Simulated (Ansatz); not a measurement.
Wanted: the native input for an Ansatz 0.2.0 run.

| Quantity | Value |
| --- | --- |
| Task | band structure |
| Functional | PBE |
| Potentials or basis | Ansatz NC |
| Cutoff | 1400 eV (not typed: the program's choice for these potentials) |
| k mesh | 11 × 11 × 11 |
| Occupations | fermi-dirac, width 0.05 eV |
| Spin | collinear spin, ferromagnetic start |
| Starting moments | [1.0, 0.0] μB |
| Path | [["G", "X", "W", "K", "G", "L", "U", "W", "L", "K"], ["U", "X"]] |
| Points for each segment of the path | 14 |

The system is NiO.

```
Ni O
1.0
     0.00000    2.08590    2.08590
     2.08590    0.00000    2.08590
     2.08590    2.08590    0.00000
Ni O
1 1
Cartesian
  0.0000 0.0000 0.0000
  2.0859 2.0859 2.0859
```

One way to write it, as run:

input.yaml

```yaml
crystal:
  lattice:
    - [0.0, 2.0859016414, 2.0859016414]
    - [2.0859016414, 0.0, 2.0859016414]
    - [2.0859016414, 2.0859016414, 0.0]
  atoms:
    - { symbol: Ni, position: [0.0, 0.0, 0.0], spin: 1.0 }
    - { symbol: O, position: [0.5, 0.5, 0.5] }
hamiltonian:
  xc: pbe
  pseudopotentials: { kind: nc }
magnetization:
  spin_polarized: true
kpoints:
  mp_grid: { grid: [11, 11, 11] }
  band_path:
    path:
      - [[0.0, 0.0, 0.0], [0.5, 0.0, 0.5], [0.5, 0.25, 0.75], [0.375, 0.375, 0.75], [0.0, 0.0, 0.0], [0.5, 0.5, 0.5], [0.625, 0.25, 0.625], [0.5, 0.25, 0.75], [0.5, 0.5, 0.5], [0.375, 0.375, 0.75]]
      - [[0.625, 0.25, 0.625], [0.5, 0.0, 0.5]]
    npoints: 14
scf:
  occupations: { method: fermi_dirac, width: 0.05 }
  n_extra_bands: 6
output:
  forces: true
  stress: true
  eigenvalues: true
  fatbands: false
  write_density: true
  write_potential: true
  elf: true
  volumetric_format: npy
```

Potentials or basis: Ansatz NC.

The run is started by

```sh
$ ansatz run input.yaml --threads 2 --pin off --max-ram 5632MiB --backend cpu --events-out ev --progress --plain --runs-dir out
```

It gave:

| Property | Result |
| --- | --- |
| Pressure | 6.7 GPa |
| Band gap on the k mesh | none (metal or under the smearing width) |
| Net moment | 1.85 μB per cell |
| Absolute moment | 1.86 μB per cell |
| Site moments | Ni +1.49; O +0.31 μB |

Caveat: a cell with one magnetic atom can't hold antiferromagnetic order, which such compounds often take; semilocal functionals often make such compounds metallic where correlation or magnetic order opens a gap, which also shifts bond lengths.

Wall time 13 s on 2 threads of Arm Neoverse V2, with other jobs on the host, peak memory 0.52 GiB.
